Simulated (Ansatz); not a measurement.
# In: relaxing cell and atoms

Wanted: the geometry at rest of In (a borrowed structure type, volume estimated), relaxing cell and atoms, and its electronic structure there.

This is In in the bcc structure; at room conditions it is tetragonal.

Program: Ansatz 0.2.0. Level of theory: DFT, LDA, spin-orbit coupling, plane waves, PAW. These are calculated values, not measurements.

## Step 1: The structure

It takes space group Im-3m (No. 229, cubic). The conventional cell has a = 3.761 Å, b = 3.761 Å, c = 3.761 Å, α = 90.00°, β = 90.00°, γ = 90.00°. In (site symmetry m-3m) is surrounded by 8 In at 3.26 Å.

Structure file:

```
CELL_PARAMETERS angstrom
-1.88039 1.88039 1.88039
1.88039 -1.88039 1.88039
1.88039 1.88039 -1.88039
ATOMIC_POSITIONS crystal
In 0.00000 0.00000 0.00000
```

It starts from an earlier solution of the starting cell (checkpoint.read).

## Step 2: The walk to rest

The input, input.yaml:

```yaml
crystal:
  lattice:
    - [-1.880389, 1.880389, 1.880389]
    - [1.880389, -1.880389, 1.880389]
    - [1.880389, 1.880389, -1.880389]
  atoms:
    - { symbol: In, position: [0.0, 0.0, 0.0] }
  symmetry: { tolerance: 0.0003 }
kpoints:
  mp_grid: { grid: [10, 10, 10], shift: [0, 0, 0] }
magnetization:
  noncollinear: true
  spin_orbit: true
scf:
  occupations: { method: cold, width: 0.0963 }
  lower_state_search: "off"
hamiltonian:
  pseudopotentials: { kind: paw_fr }
  xc: lda
basis:
  ecutwfc: 420
  fft_grid_basis: typed
relax:
  max_steps: 80
  cell: { p_target: 0.0 }
output:
  forces: true
  stress: true
  eigenvalues: true
  bader: true
  populations: true
  elf: true
  write_potential: true
  volumetric_format: npy
  dos:
    e_range: [-12, 8]
    de: 0.05
    projected: { site_lists: { In: [In] } }
    method: { smearing: { sigma: 0.1, scheme: gaussian } }
  write_density: true
checkpoint:
  read: saved_state
```

Started as:

```
$ ansatz run input.yaml --threads 2 --pin off --max-ram 3584MiB --backend cpu --events-out ev --progress --plain --runs-dir out
```

Before running it: what results should come out? Wanted: moves; energy gained; largest move; cell; volume; pressure at the end; character.

**Answer**, as computed:

| quantity | value |
| --- | --- |
| moves | 3 |
| energy gained | 17.2 meV/atom |
| largest move | 0.00 Å |
| space group (0.01 Å), before / after | Im-3m / Im-3m |
| cell | a = 3.180 Å, b = 3.180 Å, c = 3.180 Å, α = 109.47°, β = 109.47°, γ = 109.47° |
| volume | 24.75 Å³/atom (-6.9 %) |
| pressure at the end | -0.01 GPa |
| character | metal |
| density of states, mean within 0.25 eV of the Fermi level | 0.43 per eV per cell |

What this shows: The volume shrank by 6.9 %, and the atoms end where they began within the cell; the energy fell by 17.2 meV per atom. It is a metal; within 0.25 eV of the Fermi level the density of states averages 0.43 per eV per cell, mostly In p (73 %) and In s (25 %).

Limits of this run: started without moments under time reversal, so no moment could form.
